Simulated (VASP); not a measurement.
ZnO:

```xyz
4
Lattice="3.2353 0.0000 0.0000 -1.6177 2.8019 0.0000 0.0000 0.0000 5.2110" Properties=species:S:1:pos:R:3 pbc="T T T"
Zn    0.0000    1.8679   -0.0122
Zn    1.6177    0.9340    2.5932
O     0.0000    1.8679    1.9663
O     1.6177    0.9340    4.5718
```

The cell was built by a generator and needn't be a form met in nature.

Base run:

| Item | Value |
| --- | --- |
| Program | VASP 6.6.1 |
| Functional | PBE |
| Potentials or basis | VASP PAW PBE potentials, release 64 (Zn, O) |
| Cutoff | 520 eV |
| k mesh | 12 × 12 × 4 |
| Occupations | gaussian, width 0.01 eV |
| Spin | no spin polarisation |

Its results: band gap on the k mesh 0.79 eV, direct; pressure 7.2 GPa.

Problem. The run is repeated on the same cell with these changes: functional from PBE to r2SCAN. What comes out?

Solution. Band gap on the k mesh 1.23 eV, direct; pressure 1.0 GPa.

r2SCAN gives the wider gap, since meta-GGAs in the generalised Kohn-Sham scheme recover part of the derivative discontinuity.

Caveats: the PAW data sets were made with another functional, which shifts forces and pressure a little (some runs).

